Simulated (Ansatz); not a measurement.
# CuO (Tenorite) (C2/c) in Ansatz: a series of runs

The runs below take CuO (Tenorite) through single point, equation of state, with r2SCAN.

Program: Ansatz 0.2.0. These are calculated values, not measurements. Logs are shortened: lines on timing, memory, paths and dates and some standing lists are left out, and cuts for length are marked.

## (1) The crystal as given

It takes space group C2/c (No. 15, monoclinic). Conventional cell: a = 4.684 Å, b = 3.423 Å, c = 5.129 Å, α = 90.00°, β = 99.54°, γ = 90.00°. Around Cu (site symmetry -1) lie 4 O at 1.95 to 1.96 Å. O (site symmetry 2) has 4 Cu at 1.95 to 1.96 Å as nearest neighbours.

## (2) Single point, r2SCAN, 9.53 Å³/atom (volume scaled by 0.94)

input.yaml

```yaml
crystal:
  lattice:
    - [2.2940437287, -1.6763657078, 0.0]
    - [2.2940437287, 1.6763657078, 0.0]
    - [-0.8326750593, 0.0, 4.9546185987]
  atoms:
    - { symbol: Cu, position: [0.5, 0.0, 0.5] }
    - { symbol: Cu, position: [0.0, 0.5, 0.0] }
    - { symbol: O, position: [0.4184, 0.5816, 0.75] }
    - { symbol: O, position: [0.5816, 0.4184, 0.25] }
hamiltonian:
  xc: r2scan
  pseudopotentials: { kind: paw }
kpoints:
  mp_grid: { grid: [10, 10, 5] }
scf:
  occupations: { method: fermi_dirac, width: 0.05 }
output:
  forces: true
  stress: true
  eigenvalues: true
```

Potentials or basis: Ansatz PAW.

The run is started by

```sh
> ansatz run input.yaml --threads 2 --pin off --max-ram 5120MiB --backend cpu --events-out ev --progress --plain --runs-dir out
```

Output:

```text
Warning: RAYON_NUM_THREADS=2 ignored (pool sized by the plan → 2); use --threads N
Engine: ansatz 0.2.0, aarch64-unknown-linux-gnu
Pseudopotentials: kind: paw
Pseudopotential: Cu, paw, valence charge 19, recommended cutoff 500 eV (meta_gga), Cu.paw.azcp
Pseudopotential: O, paw, valence charge 6, recommended cutoff 500 eV (meta_gga), O.paw.azcp
Functional definition: r2SCAN
  parameter k0 = 0.174
  parameter k1 = 0.065
  parameter a1 = 4.9479
  exchange = r2scan_x(k0 = k0, k1 = k1, a1 = a1)
  correlation = r2scan_c
Crystal: 4 atoms, lattice volume = 38.108 Å³
Basis set: ecut = 500 eV, 951 PW (Γ), exchange–correlation on 96×96×160 points (64 copies of the dense FFT grid, shifted against one another)
Bands: 30, of which v1, the nominal top of the filled ones, is band 25 counted from 1 (24 counted from 0)
Symmetry: 4 space group operations
Space group: C2/c (ITA 15), of the structure as read, at distance tolerance 3.4e-5 Å
k-points: 141 of 500
Non-local potential: Cu, projectors of the file, l = 0: 3, l = 1: 2, l = 2: 3, l = 3: 1
Non-local potential: O, projectors of the file, l = 0: 2, l = 1: 2, l = 2: 1
PAW form: soft (Blöchl's): semilocal exchange-correlation on the pseudo side does not see the compensation charge
PAW frozen core: Cu, regenerated for the run's functional (the file was generated under x = pbe(κ = 0.804, μ = 0.2195149727645171), c = pbe(β = 0.06672455060314922))
PAW frozen core: O, regenerated for the run's functional (the file was generated under x = pbe(κ = 0.804, μ = 0.2195149727645171), c = pbe(β = 0.06672455060314922))
PAW one-centre angular grid: Cu, 590 points (default); XC on 160 Gauss nodes
PAW one-centre angular grid: O, 302 points (default); XC on 160 Gauss nodes
Initial density: superposition of atomic densities (neutral atoms: chi_scale 0, normalization atom), corrected by the library's trained network
Initial wavefunctions: pseudopotential atomic-orbital guess
Functional: x = r2scan, c = r2scan; τ floored in thin density (d = 2e-4 eV/Å³)
SCF iter   1: F=—  HF=-14397.095792 eV  |F-HF|=—  |Δ(HF+E_count)|=         —  Δρ=2.53e-2  dr2=1.24e-1  dr2_τ=9.57e-2  ethr=1.77e-3  ⟨swp⟩=5.6  Hψ=14634  notcnv=0
preconditioner: auto → Kerker (q_TF=auto, 2.855 Å⁻¹)  [metal: Δε(μ)=0.022 eV  Ē_g=12.598 eV  σ=0.050 eV  W_gap=0.11  n_scr=18 (ndim 8)  ℏωp=35.1 eV  f_vac=0.000  D(μ)=2.17/eV (n_scr^D=20)]
SCF iter   2: F=—  HF=-14397.116271 eV  |F-HF|=—  |Δ(HF+E_count)|=   2.05e-2  Δρ=9.09e-3  dr2=2.64e-2  dr2_τ=2.30e-3  ethr=2.47e-4  ⟨swp⟩=2.5  Hψ=8435  notcnv=0
SCF iter   3: F=—  HF=-14397.109027 eV  |F-HF|=—  |Δ(HF+E_count)|=   7.24e-3  Δρ=8.21e-3  dr2=1.47e-2  dr2_τ=7.44e-4  ethr=5.28e-5  ⟨swp⟩=2.3  Hψ=7670  notcnv=0
SCF iter   4: F=—  HF=-14397.107101 eV  |F-HF|=—  |Δ(HF+E_count)|=   1.93e-3  Δρ=3.55e-3  dr2=3.29e-3  dr2_τ=1.04e-4  ethr=2.93e-5  ⟨swp⟩=1.0  Hψ=4246  notcnv=0
SCF iter   5: F=—  HF=-14397.106519 eV  |F-HF|=—  |Δ(HF+E_count)|=   5.82e-4  Δρ=8.05e-4  dr2=2.45e-4  dr2_τ=1.29e-5  ethr=6.58e-6  ⟨swp⟩=2.8  Hψ=6724  notcnv=0
SCF iter   6: F=—  HF=-14397.106549 eV  |F-HF|=—  |Δ(HF+E_count)|=   2.94e-5  Δρ=2.21e-4  dr2=2.46e-5  dr2_τ=6.53e-7  ethr=4.90e-7  ⟨swp⟩=2.5  Hψ=6768  notcnv=0
SCF iter   7: F=—  HF=-14397.106546 eV  |F-HF|=—  |Δ(HF+E_count)|=   3.06e-6  Δρ=9.44e-5  dr2=2.37e-6  dr2_τ=1.28e-7  ethr=4.92e-8  ⟨swp⟩=2.0  Hψ=6203  notcnv=0
SCF iter   8: F=—  HF=-14397.106546 eV  |F-HF|=—  |Δ(HF+E_count)|=   1.56e-7  Δρ=2.39e-5  dr2=2.10e-7  dr2_τ=6.01e-9  ethr=4.74e-9  ⟨swp⟩=1.0  Hψ=4248  notcnv=0
SCF iter   9: F=-14397.106546 eV  HF=-14397.106546 eV  |F-HF|=3.40e-10  |Δ(HF+E_count)|=   1.48e-8  Δρ=6.53e-6  dr2=9.52e-9  dr2_τ=5.39e-10  ethr=2.00e-10  ⟨swp⟩=4.0  Hψ=14267  notcnv=0
SCF 1 converged in 9 iterations: F = -14397.106546 eV  dr2 = 9.52e-9
SCF converged after 9 iterations
Free energy (F): -14397.106546 eV
Harris-Foulkes:  -14397.106546 eV  (|F-HF|=3.40e-10)
Internal energy: -14397.088806 eV  (E = F + TS)
E sigma→0 (E₀):  -14397.097676 eV
Entropy (-TS):   -0.017740 eV (-4.435 meV/atom)
Fermi energy:    13.363216 eV
--- Per-component energies (eV) ---
  E_band       = -868.804459
  E_kinetic    = 948.266754
  E_local      = -9454.724885  (includes V_loc(G=0)·N_el)
  E_nonlocal   = 889.111596
  E_hartree    = 4112.863662
  E_xc         = -313.170393
  E_vxc        = -457.559751  (∫ρ·V_xc dr)
  E_paw        = -3673.480071  (= ΣΔE_a)
  E_vpaw       = -1050.008015  (= ΣTr[D̂ρ^β])
  E_aug_tail   = 0.002437  (compensation charges beyond the density's cutoff)
  E_vtau       = 30.373706  (kinetic-family band-sum trace: ∫τ·v_τ [+ j·A + Jᵃ·Aᵃ] dr)
  E_ewald      = -6905.291809
  E_core_change = -0.666098  (= ΣΔE_core)
  E_smearing   = -0.017740  (= −TS)
  E_closure    = 0.000000  (closes the sum)
  Σ components = -14397.106546   (vs F -14397.106546, Δ=0.00e0)
--- Forces (eV/Å), atoms counted from 1 ---
  atom   1  Cu     0.00000000     0.00000000     0.00000000
  atom   2  Cu     0.00000000     0.00000000     0.00000000
  atom   3  O      0.00000000    -0.06883195     0.00000000
  atom   4  O      0.00000000     0.06883195     0.00000000
  max |Σ_I F_I| component: 3.79e-29 eV/Å
--- Stress (GPa, compression-positive) ---
       11.685414       0.000000      -2.290643
        0.000000      10.565798       0.000000
       -2.290645       0.000000      12.620790
  P = ⅓ Tr σ = 11.6240 GPa (116.240 kbar)
--- Band table (eV; the first three rows and the last of 141) ---
  k-point 0: bands = ["-103.3838", "-103.3829", "-59.3589", "-59.3589", "-59.3366", "-59.3248", "-58.9392", "-58.9385", "-8.4145", "-6.9457", "4.2479", "7.0529", "7.4596", "9.5478", "9.6315", "9.6894", "9.8240", "9.8897", "10.1657", "10.2712", "10.5542", "10.7277", "10.8035", "11.3261", "13.5413", "14.3872", "15.6065", "19.9260", "22.4299", "27.6193"]
  k-point 1: bands = ["-103.3837", "-103.3830", "-59.3589", "-59.3589", "-59.3355", "-59.3259", "-58.9391", "-58.9386", "-8.2963", "-7.1149", "4.6613", "7.1453", "7.4983", "8.8366", "9.1445", "9.1627", "9.9494", "10.1181", "10.3800", "10.4018", "10.6425", "10.8559", "11.0832", "11.2190", "13.4992", "14.2137", "16.1445", "19.4149", "23.2277", "27.6303"]
  k-point 2: bands = ["-103.3835", "-103.3832", "-59.3588", "-59.3588", "-59.3326", "-59.3290", "-58.9389", "-58.9387", "-7.9692", "-7.5221", "5.7731", "7.2569", "7.3786", "7.5888", "8.6956", "8.7439", "10.1112", "10.1984", "10.4689", "10.5466", "10.6234", "10.8609", "11.3559", "11.4891", "13.4858", "13.8005", "17.2766", "18.4328", "24.9343", "26.8601"]
  k-point 140: bands = ["-103.3816", "-103.3814", "-59.3768", "-59.3751", "-59.3306", "-59.3282", "-58.9502", "-58.9490", "-6.8734", "-6.7600", "5.6501", "6.2058", "6.8829", "7.0323", "7.4429", "7.8365", "10.0318", "10.3501", "10.6371", "10.6527", "11.2516", "11.2748", "11.7122", "11.8489", "12.6570", "13.3657", "18.2683", "19.5452", "22.8766", "23.7437"]
```

Wall time 9.5 s (2 threads of Arm Neoverse V1, shared host); peak memory 0.52 GiB.

Results:

```yaml
Free_energy: -14397.1065 eV
Pressure: 11.6 GPa
Largest_force: 0.069 eV/Å
Band_gap_on_the_k_mesh: none (metal or under the smearing width)
```

Caveat: the run has no spin polarisation, though such a crystal can be magnetic; semilocal functionals often make such compounds metallic where correlation or magnetic order opens a gap, which also shifts bond lengths; the PAW data sets come from PBE, with cores solved anew for the run's functional, which leaves a small shift of forces and pressure.

## (3) Single point, r2SCAN, 9.73 Å³/atom (volume scaled by 0.96)

Edit input.yaml of step 2 so:

```diff
@@ -2,5 +2,5 @@
   lattice:
-    - [2.2940437287, -1.6763657078, 0.0]
-    - [2.2940437287, 1.6763657078, 0.0]
-    - [-0.8326750593, 0.0, 4.9546185987]
+    - [2.3101994985, -1.6881714891, 0.0]
+    - [2.3101994985, 1.6881714891, 0.0]
+    - [-0.8385391614, 0.0, 4.9895114286]
   atoms:
```

Potentials or basis: Ansatz PAW.

The run is started by

```sh
> ansatz run input.yaml --threads 2 --pin off --max-ram 5120MiB --backend cpu --events-out ev --progress --plain --runs-dir out
```

Wall time 9.7 s (2 threads of Arm Neoverse V1, shared host); peak memory 0.52 GiB.

Results (log left out):

```yaml
Free_energy: -14397.1530 eV
Pressure: 6.8 GPa
Largest_force: 0.147 eV/Å
Band_gap_on_the_k_mesh: none (metal or under the smearing width)
```

Caveat: the run has no spin polarisation, though such a crystal can be magnetic; semilocal functionals often make such compounds metallic where correlation or magnetic order opens a gap, which also shifts bond lengths; the PAW data sets come from PBE, with cores solved anew for the run's functional, which leaves a small shift of forces and pressure.

## (4) Single point, r2SCAN, 9.93 Å³/atom (volume scaled by 0.98)

Edit input.yaml of step 3 so:

```diff
@@ -2,5 +2,5 @@
   lattice:
-    - [2.3101994985, -1.6881714891, 0.0]
-    - [2.3101994985, 1.6881714891, 0.0]
-    - [-0.8385391614, 0.0, 4.9895114286]
+    - [2.3261324123, -1.699814419, 0.0]
+    - [2.3261324123, 1.699814419, 0.0]
+    - [-0.8443223728, 0.0, 5.0239229397]
   atoms:
```

The run is started by

```sh
> ansatz run input.yaml --threads 2 --pin off --max-ram 5120MiB --backend cpu --events-out ev --progress --plain --runs-dir out
```

It took 9.8 s on 2 threads of Arm Neoverse V1, shared host; peak memory 0.53 GiB.

It converged, with:

```yaml
Free_energy: -14397.1764 eV
Pressure: 2.5 GPa
Largest_force: 0.219 eV/Å
Band_gap_on_the_k_mesh: none (metal or under the smearing width)
```

Caveat: the run has no spin polarisation, though such a crystal can be magnetic; semilocal functionals often make such compounds metallic where correlation or magnetic order opens a gap, which also shifts bond lengths; the PAW data sets come from PBE, with cores solved anew for the run's functional, which leaves a small shift of forces and pressure.

## (5) Single point, r2SCAN, 10.13 Å³/atom

Edit input.yaml of step 4 so:

```diff
@@ -2,5 +2,5 @@
   lattice:
-    - [2.3261324123, -1.699814419, 0.0]
-    - [2.3261324123, 1.699814419, 0.0]
-    - [-0.8443223728, 0.0, 5.0239229397]
+    - [2.34185, -1.7113, 0.0]
+    - [2.34185, 1.7113, 0.0]
+    - [-0.8500274268, 0.0, 5.0578693947]
   atoms:
```

The run is started by

```sh
> ansatz run input.yaml --threads 2 --pin off --max-ram 5120MiB --backend cpu --events-out ev --progress --plain --runs-dir out
```

It took 11 s on 2 threads of Arm Neoverse V1, shared host; peak memory 0.53 GiB.

Results (log left out):

```yaml
Free_energy: -14397.1794 eV
Pressure: -1.3 GPa
Largest_force: 0.285 eV/Å
Band_gap_on_the_k_mesh: none (metal or under the smearing width)
```

Caveat: the run has no spin polarisation, though such a crystal can be magnetic; semilocal functionals often make such compounds metallic where correlation or magnetic order opens a gap, which also shifts bond lengths; the PAW data sets come from PBE, with cores solved anew for the run's functional, which leaves a small shift of forces and pressure.

## (6) Single point, r2SCAN, 10.34 Å³/atom (volume scaled by 1.02)

Edit input.yaml of step 5 so:

```diff
@@ -2,5 +2,5 @@
   lattice:
-    - [2.34185, -1.7113, 0.0]
-    - [2.34185, 1.7113, 0.0]
-    - [-0.8500274268, 0.0, 5.0578693947]
+    - [2.3573593924, -1.7226334429, 0.0]
+    - [2.3573593924, 1.7226334429, 0.0]
+    - [-0.8556569116, 0.0, 5.0913661947]
   atoms:
```

Potentials or basis: Ansatz PAW.

The run is started by

```sh
> ansatz run input.yaml --threads 2 --pin off --max-ram 5120MiB --backend cpu --events-out ev --progress --plain --runs-dir out
```

It took 12 s on 2 threads of Arm Neoverse V1, shared host; peak memory 0.54 GiB.

The run converged. Its results:

```yaml
Free_energy: -14397.1639 eV
Pressure: -4.7 GPa
Largest_force: 0.346 eV/Å
Band_gap_on_the_k_mesh: none (metal or under the smearing width)
```

Caveat: the run has no spin polarisation, though such a crystal can be magnetic; semilocal functionals often make such compounds metallic where correlation or magnetic order opens a gap, which also shifts bond lengths; the PAW data sets come from PBE, with cores solved anew for the run's functional, which leaves a small shift of forces and pressure.

## (7) Single point, r2SCAN, 10.54 Å³/atom (volume scaled by 1.04)

Edit input.yaml of step 6 so:

```diff
@@ -2,5 +2,5 @@
   lattice:
-    - [2.3573593924, -1.7226334429, 0.0]
-    - [2.3573593924, 1.7226334429, 0.0]
-    - [-0.8556569116, 0.0, 5.0913661947]
+    - [2.3726673498, -1.7338196878, 0.0]
+    - [2.3726673498, 1.7338196878, 0.0]
+    - [-0.861213281, 0.0, 5.1244279405]
   atoms:
```

The run is started by

```sh
> ansatz run input.yaml --threads 2 --pin off --max-ram 5120MiB --backend cpu --events-out ev --progress --plain --runs-dir out
```

It took 12 s on 2 threads of Arm Neoverse V1, shared host; peak memory 0.54 GiB.

Results (log left out):

- Free energy: -14397.1321 eV
- Pressure: -7.8 GPa
- Largest force: 0.402 eV/Å
- Band gap on the k mesh: none (metal or under the smearing width)

Caveat: the run has no spin polarisation, though such a crystal can be magnetic; semilocal functionals often make such compounds metallic where correlation or magnetic order opens a gap, which also shifts bond lengths; the PAW data sets come from PBE, with cores solved anew for the run's functional, which leaves a small shift of forces and pressure.

## (8) Single point, r2SCAN, 10.74 Å³/atom (volume scaled by 1.06)

Edit input.yaml of step 7 so:

```diff
@@ -2,5 +2,5 @@
   lattice:
-    - [2.3726673498, -1.7338196878, 0.0]
-    - [2.3726673498, 1.7338196878, 0.0]
-    - [-0.861213281, 0.0, 5.1244279405]
+    - [2.3877802882, -1.744863423, 0.0]
+    - [2.3877802882, 1.744863423, 0.0]
+    - [-0.8666988638, 0.0, 5.157068489]
   atoms:
```

The run is started by

```sh
> ansatz run input.yaml --threads 2 --pin off --max-ram 5120MiB --backend cpu --events-out ev --progress --plain --runs-dir out
```

Run time: 12 s. Hardware: 2 threads of Arm Neoverse V1, shared host; peak memory 0.54 GiB.

The run converged. Its results:

- Free energy: -14397.0857 eV
- Pressure: -10.5 GPa
- Largest force: 0.453 eV/Å
- Band gap on the k mesh: none (metal or under the smearing width)

Caveat: the run has no spin polarisation, though such a crystal can be magnetic; semilocal functionals often make such compounds metallic where correlation or magnetic order opens a gap, which also shifts bond lengths; the PAW data sets come from PBE, with cores solved anew for the run's functional, which leaves a small shift of forces and pressure.

## (9) Equation of state, r2SCAN

Potentials or basis: Ansatz PAW.

No new run: the results of the series are fitted here.

What came out:

- Equilibrium volume: 10.06 Å³/atom
- Bulk modulus at fixed shape and positions: 187 GPa
- Pressure derivative of the bulk modulus: 4.6

Energy against volume, from the lowest point:
| volume (Å³/atom) | energy (meV/atom) |
| --- | --- |
| 9.527 | 18.20 |
| 9.730 | 6.59 |
| 9.932 | 0.73 |
| 10.135 | 0.00 |
| 10.338 | 3.85 |
| 10.540 | 11.80 |
| 10.743 | 23.41 |

Caveat: the cell was scaled at fixed shape and fractional positions, which overstates the stiffness of a crystal with free parameters, most of all of layers and chains; the PAW data sets were made with another functional, which shifts forces and pressure a little; the run has no spin polarisation, though such a crystal can be magnetic.
